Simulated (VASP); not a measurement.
# MnSi (P2_13) in VASP: notebook, part 2 of 2

VASP 6.6.1. Earlier steps stand in the parts before.

### Step 4. Relaxation of cell and atoms, r2SCAN, collinear spin, ferromagnetic start

This run uses another cell than the first one, of 11.83 Å³/atom, 1.006 times its volume.

The input, INCAR:

```
PREC = Accurate
ENCUT = 600
EDIFF = 1E-7
ISMEAR = 1
SIGMA = 0.1
LREAL = False
LASPH = True
NELM = 150
ALGO = Normal
ISIF = 3
LWAVE = False
LCHARG = False
ISPIN = 2
MAGMOM = 3.5 3.5 3.5 3.5 0 0 0 0
LORBIT = 11
LMAXMIX = 4
METAGGA = R2SCAN
LMIXTAU = True
IBRION = 2
NSW = 90
EDIFFG = -0.005
AMIX = 0.2
BMIX = 1E-4
AMIX_MAG = 0.8
BMIX_MAG = 1E-4
KPAR = 4
```

The input, KPOINTS:

```
regular mesh
0
Gamma
  8 8 8
```

The input, POSCAR:

```
MnSi                                    
1.0
    4.5567165222      0.0000000000     -0.0000000000
   -0.0000000000      4.5567165222      0.0000000000
    0.0000000000      0.0000000000      4.5567165222
  Mn              Si            
     4     4
Direct
     0.1393859674530909    0.1393859674530909    0.1393859674530909
     0.3606140325469090    0.8606140325469089    0.6393859674530911
     0.6393859674530911    0.3606140325469090    0.8606140325469089
     0.8606140325469089    0.6393859674530911    0.3606140325469090
     0.8452531698333363    0.8452531698333363    0.8452531698333363
     0.6547468301666637    0.1547468301666637    0.3452531698333363
     0.3452531698333363    0.6547468301666637    0.1547468301666637
     0.1547468301666637    0.3452531698333363    0.6547468301666637
```

Potentials or basis: VASP PAW PBE potentials, release 64 (Mn_pv, Si).

Started as:

```
cat potpaw_PBE.64/Mn_pv/POTCAR potpaw_PBE.64/Si/POTCAR > POTCAR
mpirun -np 4 vasp_std > vasp.out
```

OUTCAR:

```text
PREC = Accurate
   ENCUT = 600
   EDIFF = 1E-7
   ISMEAR = 1
   LREAL = False
   LASPH = True
   NELM = 150
   ISIF = 3
   ISPIN = 2
   LORBIT = 11
   METAGGA = R2SCAN
   IBRION = 2
   NSW = 90
   EDIFFG = -0.005
   AMIX = 0.2
   AMIX_MAG = 0.8

 ion  position               nearest neighbor table
   1  0.139  0.139  0.139-   5 2.32   6 2.40   7 2.40   8 2.40   7 2.53   8 2.53   6 2.53   3 2.80
                             4 2.80   4 2.80   3 2.80   2 2.80   2 2.80
   2  0.361  0.861  0.639-   6 2.32   5 2.40   8 2.40   7 2.40   7 2.53   8 2.53   5 2.53   3 2.80
                             3 2.80   4 2.80   4 2.80   1 2.80   1 2.80
   3  0.639  0.361  0.861-   7 2.32   5 2.40   8 2.40   6 2.40   8 2.53   6 2.53   5 2.53   1 2.80
                             2 2.80   2 2.80   1 2.80   4 2.80   4 2.80
   4  0.861  0.639  0.361-   8 2.32   7 2.40   6 2.40   5 2.40   6 2.53   5 2.53   7 2.53   1 2.80
                             1 2.80   2 2.80   2 2.80   3 2.80   3 2.80
   5  0.845  0.845  0.845-   1 2.32   2 2.40   3 2.40   4 2.40   3 2.53   4 2.53   2 2.53   7 2.82
                             8 2.82   8 2.82   7 2.82   6 2.82   6 2.82
   6  0.655  0.155  0.345-   2 2.32   1 2.40   4 2.40   3 2.40   3 2.53   4 2.53   1 2.53   7 2.82
                             7 2.82   8 2.82   8 2.82   5 2.82   5 2.82
   7  0.345  0.655  0.155-   3 2.32   1 2.40   4 2.40   2 2.40   4 2.53   2 2.53   1 2.53   5 2.82
                             6 2.82   6 2.82   5 2.82   8 2.82   8 2.82
   8  0.155  0.345  0.655-   4 2.32   3 2.40   2 2.40   1 2.40   2 2.53   1 2.53   3 2.53   5 2.82
[... 2658 lines left out ...]

 POSITION                                       TOTAL-FORCE (eV/Angst)
 -----------------------------------------------------------------------------------
      0.63506      0.63506      0.63506         0.000570      0.000570      0.000570
      1.64306      3.92119      2.91319        -0.000570     -0.000570      0.000570
      2.91319      1.64306      3.92119         0.000570     -0.000570     -0.000570
      3.92119      2.91319      1.64306        -0.000570      0.000570     -0.000570
      3.85137      3.85137      3.85137         0.001027      0.001027      0.001027
      2.98301      0.70488      1.57324        -0.001027     -0.001027      0.001027
      1.57324      2.98301      0.70488         0.001027     -0.001027     -0.001027
      0.70488      1.57324      2.98301        -0.001027      0.001027     -0.001027
 -----------------------------------------------------------------------------------
    total drift:                                0.000000      0.000001      0.000000

  FREE ENERGIE OF THE ION-ELECTRON SYSTEM (eV)
  ---------------------------------------------------
  free  energy   TOTEN  =       -96.9771609388 eV

  energy  without entropy=      -96.9754527848  energy(sigma->0) =      -96.97659155

 reached required accuracy - stopping structural energy minimisation

 total charge

# of ion       s       p       d       tot
------------------------------------------
    1        0.352   6.386   5.228  11.966
    2        0.352   6.386   5.228  11.966
    3        0.352   6.386   5.228  11.966
    4        0.352   6.386   5.228  11.966
    5        0.734   0.914   0.000   1.648
    6        0.734   0.914   0.000   1.648
    7        0.734   0.914   0.000   1.648
    8        0.734   0.914   0.000   1.648
--------------------------------------------------
tot          4.345  29.200  20.912  54.457

 magnetization (x)

# of ion       s       p       d       tot
------------------------------------------
    1       -0.001   0.003   2.266   2.269
    2       -0.001   0.003   2.266   2.269
    3       -0.001   0.003   2.266   2.269
    4       -0.001   0.003   2.266   2.269
    5       -0.037  -0.099   0.000  -0.136
    6       -0.037  -0.099   0.000  -0.136
    7       -0.037  -0.099   0.000  -0.136
    8       -0.037  -0.099   0.000  -0.136
--------------------------------------------------
tot         -0.150  -0.383   9.065   8.533
```

It took 7.8 min on 4 MPI ranks of AMD EPYC 9R45 (Zen 5), shared host; peak memory 0.48 GiB.

Results:

```yaml
Free_energy: -96.9772 eV
Relaxed_volume: 11.82 Å³/atom
Relaxed_cell: a = 4.556 Å, b = 4.556 Å, c = 4.556 Å, α = 90.00°, β = 90.00°, γ = 90.00°
Space_group_after_relaxing_to_0.05_Å: P2_13 (No. 198)
Energy_gained_by_relaxing: 0.0 meV/atom
Ionic_steps: 2
Pressure_after_relaxing: 0.0 GPa
Band_gap_on_the_k_mesh: none (metal or under the smearing width)
Net_moment: 8.10 μB per cell
Site_moments: Mn +2.27; Si -0.14 μB
Valence_electrons_inside_the_program's_atomic_spheres: Mn 11.97; Si 1.65
```

Final structure:
```yaml
crystal:
  lattice:
    - [4.55625, 0.00000, 0.00000]
    - [0.00000, 4.55625, 0.00000]
    - [0.00000, 0.00000, 4.55625]
  atoms:
    - { symbol: Mn, position: [0.13938, 0.13938, 0.13938] }
    - { symbol: Mn, position: [0.36062, 0.86062, 0.63938] }
    - { symbol: Mn, position: [0.63938, 0.36062, 0.86062] }
    - { symbol: Mn, position: [0.86062, 0.63938, 0.36062] }
    - { symbol: Si, position: [0.84529, 0.84529, 0.84529] }
    - { symbol: Si, position: [0.65471, 0.15471, 0.34529] }
    - { symbol: Si, position: [0.34529, 0.65471, 0.15471] }
    - { symbol: Si, position: [0.15471, 0.34529, 0.65471] }
```

Levels at points of the mesh, in eV from the Fermi level:
Spin up:
```csv
k point,band 36,band 37,band 38,band 39,band 40,band 41
"(0.00, 0.00, 0.00)",-1.25,-0.23,-0.23,-0.23,2.53,2.53
"(0.50, 0.00, 0.00)",-0.99,-0.73,-0.73,1.03,1.03,1.46
"(0.50, 0.50, 0.00)",-1.49,-0.14,-0.14,0.52,0.52,2.12
"(0.50, 0.50, 0.50)",-1.64,-0.39,-0.39,-0.39,-0.39,5.35
```
Spin down:
| k point | band 27 | band 28 | band 29 | band 30 | band 31 | band 32 | band 33 | band 34 |
| --- | --- | --- | --- | --- | --- | --- | --- | --- |
| (0.00, 0.00, 0.00) | -1.45 | -1.45 | -1.34 | -1.34 | -1.34 | 1.49 | 1.49 | 1.49 |
| (0.50, 0.00, 0.00) | -1.46 | -1.46 | -0.74 | -0.74 | 0.34 | 0.34 | 1.46 | 1.46 |
| (0.50, 0.50, 0.00) | -0.44 | -0.44 | 0.01 | 0.01 | 0.25 | 0.25 | 0.50 | 0.50 |
| (0.50, 0.50, 0.50) | -1.47 | -1.47 | 0.75 | 0.75 | 0.75 | 0.75 | 1.03 | 1.03 |

Caveat: the PAW data sets were made with another functional, which shifts forces and pressure a little.
